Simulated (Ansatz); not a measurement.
Crystal: CoO.

```
Co O
1.0
     1.60222    0.92504    2.56647
    -1.60222    0.92504    2.56647
     0.00000   -1.85008    2.56647
Co O
1 1
Cartesian
  0.0000 0.0000 7.6915
  0.0000 0.0000 5.7824
```

Measurements of this composition are mostly on another form, of space group No. 225.

| Item | Value |
| --- | --- |
| Program | Ansatz 0.2.0 |
| Task | relaxation of cell and atoms |
| Functional | HSE03 |
| Potentials or basis | Ansatz PAW |
| Cutoff | 420 eV (not typed: the program's choice for these potentials) |
| k mesh | 5 × 5 × 5 |
| Occupations | fermi-dirac, width 0.05 eV |
| Spin | collinear spin, ferromagnetic start |
| Starting moments | [2.0, 0.0] μB |

At the start: volume 11.41 Å³/atom.

Task: Where does the relaxation end?

Result: It ends after 8 steps and the volume is 12.06 Å³/atom (+5.7 %); space group F-43m (No. 216, to 0.05 Å); moment 3.00 μB per cell.

The path:
```
step  energy change (eV)  largest force (eV/Å)  volume (Å³)
   1              0.0000                0.4253        22.82
   2             -0.0296                0.2785        23.48
   3             -0.0383                0.1231        24.04
   4             -0.0390                0.0021        24.09
   5             -0.0390                0.0000        24.08
   6             -0.0453                0.0000        24.08
   7             -0.0452                0.0000        24.13
   8             -0.0452                0.0000        24.13
```

Final structure:
```
Co O
1.0
     1.62178    0.93634    2.64809
    -1.62178    0.93634    2.64809
     0.00000   -1.87267    2.64809
Co O
1 1
Direct
  0.00001 0.00001 0.00001
  0.74999 0.74999 0.74999
```

Caveat: the k mesh is coarse (spacing up to 0.48 Å⁻¹), so the values aren't converged, least of all with exact exchange; the magnetic or orbital state may not be the lowest; the plane-wave basis is chosen anew once the cell has moved, so the energies of steps on either side of that aren't comparable; the pressure holds a Pulay correction of +0.7 GPa for the finite cutoff; a cell with one magnetic atom can't hold antiferromagnetic order, which such compounds often take; the PAW data sets come from PBE, with cores solved anew for the run's functional, which leaves a small shift of forces and pressure.
